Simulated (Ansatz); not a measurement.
Start of a relaxation of Si:

```cif
data_structure
_symmetry_space_group_name_H-M 'P 1'
_symmetry_Int_Tables_number 1
_cell_length_a 2.3057
_cell_length_b 2.3911
_cell_length_c 4.2725
_cell_angle_alpha 90.000
_cell_angle_beta 90.000
_cell_angle_gamma 90.000
_cell_volume 23.56
loop_
_atom_site_label
_atom_site_type_symbol
_atom_site_fract_x
_atom_site_fract_y
_atom_site_fract_z
_atom_site_occupancy
Si1 Si 0.50000 0.50000 0.50000 1
```

Level of theory: DFT PBE, scalar-relativistic, plane waves, PAW (Ansatz). Cutoff 420 eV, Gaussian smearing, Γ-centred meshes. Cell and atoms relax first on a coarse mesh and then on a finer one. In between, the cell is made exact in the group found at 0.06 Å. In metals the finer mesh still leaves noise of several meV/atom or more. The steps can't lower the symmetry of their start. No spin polarisation.

A guess keeps its type if space group and coordination stay and the shape of the cell changes little (axis ratios within about 15 %, angles within 6°); the volume may change.

Q: Will the relaxed cell still be of the starting type?

A: It doesn't keep its type. The symmetry goes from Pmmm (No. 47) to Pm-3m (No. 221). The end has the simple cubic type. The volume per atom shrinks by 31.1 %, from 23.6 to 16.2 Å³. The shortest distance goes from 2.31 Å (Si–Si) to 2.53 Å (Si–Si). Counting neighbours within 15 % of an atom's shortest distance, the start has Si 4 and the end Si 6. In detail, at the end Si has 6 Si at 2.53 Å.

Space group Pm-3m (No. 221). a = 2.532 Å, b = 2.532 Å, c = 2.532 Å, α = 90.00°, β = 90.00°, γ = 90.00°
```
atom  site  symmetry       x       y       z
  Si    1b      m-3m  0.5000  0.5000  0.5000
```

The last run used a 22×22×22 mesh for its 1-atom cell and Gaussian smearing of 0.10 eV. A later test with randomly moved atoms led to a structure 61 meV/atom lower, so this end is a saddle point or a shallow minimum.
